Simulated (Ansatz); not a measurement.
How far is PAW off for SnO2?

```
Sn O
1.0
     4.73735    0.00000    0.00000
     0.00000    4.73735    0.00000
     0.00000    0.00000    3.18640
Sn O
2 4
Direct
  0.00000 0.00000 0.00000
  0.50000 0.50000 0.50000
  0.30562 0.30562 0.00000
  0.19438 0.80562 0.50000
  0.69438 0.69438 0.00000
  0.80562 0.19438 0.50000
```

Atom numbers follow the list: Sn1, Sn2, O3, O4, O5, O6.

The conventional cell has a = 4.737 Å, b = 4.737 Å, c = 3.186 Å, α = 90.00°, β = 90.00°, γ = 90.00°. Sn (atom 1) has 6 O at 2.05 to 2.06 Å as nearest neighbours. O (atom 3) has 3 Sn at 2.05 to 2.06 Å as nearest neighbours.

The geometry is COD entry 2101853, unchecked; take it as a test cell.

No spin–orbit coupling, which matters for the heavy atoms here.

All numbers are computed: DFT, PBE, PAW with Ansatz's default frozen-core files, scalar-relativistic (Ansatz 0.2.0); DFT, PBE, all-electron LAPW, scalar-relativistic (Ansatz 0.2.0).

For PAW: a Γ-centred 4×4×6 k mesh, Fermi–Dirac smearing of 0.03 eV, cutoff 420 eV, no spin polarisation. LAPW targets a basis error of 1 meV/atom. The Ansatz runs share mesh, smearing and spin set-up. Plane-wave (PAW) pressures include the program's estimate of the Pulay term.

Stress and pressure are positive in compression.

Levels count from the top of the valence band.

PAW results:

```json
{"quantity": "pressure (GPa)", "PAW": "10.80"}
{"quantity": "stress xx (GPa)", "PAW": "10.03"}
{"quantity": "stress zz (GPa)", "PAW": "12.33"}
{"quantity": "force on O3, x (eV/Å)", "PAW": "-0.025"}
{"quantity": "band gap (eV)", "PAW": "1.253"}
{"quantity": "highest filled level at Γ (eV)", "PAW": "0.000"}
{"quantity": "lowest empty level at Γ (eV)", "PAW": "1.253"}
{"quantity": "highest filled level at A (eV)", "PAW": "-0.837"}
{"quantity": "lowest empty level at A (eV)", "PAW": "4.852"}
{"quantity": "highest filled level at Z (eV)", "PAW": "-1.254"}
{"quantity": "lowest empty level at Z (eV)", "PAW": "6.203"}
```

What does LAPW (all electrons) give for the same quantities?


```tsv
quantity	LAPW
pressure (GPa)	10.75
stress xx (GPa)	9.98
stress zz (GPa)	12.27
force on O3, x (eV/Å)	-0.023
band gap (eV)	1.256
highest filled level at Γ (eV)	0.000
lowest empty level at Γ (eV)	1.256
highest filled level at A (eV)	-0.837
lowest empty level at A (eV)	4.849
highest filled level at Z (eV)	-1.255
lowest empty level at Z (eV)	6.201
```
